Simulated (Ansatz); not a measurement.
Wanted: the native input for an Ansatz 0.2.0 run.

```yaml
Task: relaxation of cell and atoms
Functional: revPBE
Dispersion: D3(BJ)
Potentials_or_basis: Ansatz PAW
Cutoff: "420 eV (not typed: the program's choice for these potentials)"
k_mesh: 11 × 11 × 11
Occupations: fermi-dirac, width 0.05 eV
Spin: collinear spin, ferromagnetic start
Starting_moments: "[2.0, 0.0] μB"
```

The system is CoO.

```xyz
2
Lattice="0.0000 2.1315 2.1315 2.1315 0.0000 2.1315 2.1315 2.1315 0.0000" Properties=species:S:1:pos:R:3 pbc="T T T"
Co    0.0000    0.0000    0.0000
O     2.1315    2.1315    2.1315
```

The input as run:

input.yaml

```yaml
crystal:
  lattice:
    - [0.0, 2.1315, 2.1315]
    - [2.1315, 0.0, 2.1315]
    - [2.1315, 2.1315, 0.0]
  atoms:
    - { symbol: Co, position: [0.0, 0.0, 0.0], spin: 2.0 }
    - { symbol: O, position: [0.5, 0.5, 0.5] }
hamiltonian:
  xc: revpbe
  pseudopotentials: { kind: paw }
  dispersion: d3bj
magnetization:
  spin_polarized: true
kpoints:
  mp_grid: { grid: [11, 11, 11] }
scf:
  occupations: { method: fermi_dirac, width: 0.05 }
output:
  forces: true
  stress: true
relax:
  f_tol: 0.01
  max_steps: 40
  cell: { stress_tol: 0.05 }
```

Potentials or basis: Ansatz PAW.

Command:

```console
$ ansatz run input.yaml --threads 2 --pin off --max-ram 5632MiB --backend cpu --events-out ev --progress --plain --runs-dir out
```

Results of the run:

```json
{
  "Relaxed volume": "9.64 Å³/atom",
  "Relaxed cell": "a = 3.010 Å, b = 3.010 Å, c = 3.010 Å, α = 60.00°, β = 60.00°, γ = 60.00°",
  "Space group after relaxing (to 0.05 Å)": "Fm-3m (No. 225)",
  "Energy gained by relaxing": "1.1 meV/atom",
  "Ionic steps": "9",
  "Pressure after relaxing": "0.0 GPa",
  "Net moment": "2.94 μB per cell",
  "Absolute moment": "2.96 μB per cell",
  "Site moments": "Co +2.51; O +0.32 μB"
}
```

Caveat: the plane-wave basis is chosen anew once the cell has moved, so the energies of steps on either side of that aren't comparable; the pressure holds a Pulay correction of +0.7 GPa for the finite cutoff; a cell with one magnetic atom can't hold antiferromagnetic order, which such compounds often take; the PAW data sets come from PBE, with cores solved anew for the run's functional, which leaves a small shift of forces and pressure.

It took 12 s on 2 threads of Arm Neoverse V2, with other jobs on the host, peak memory 0.31 GiB.
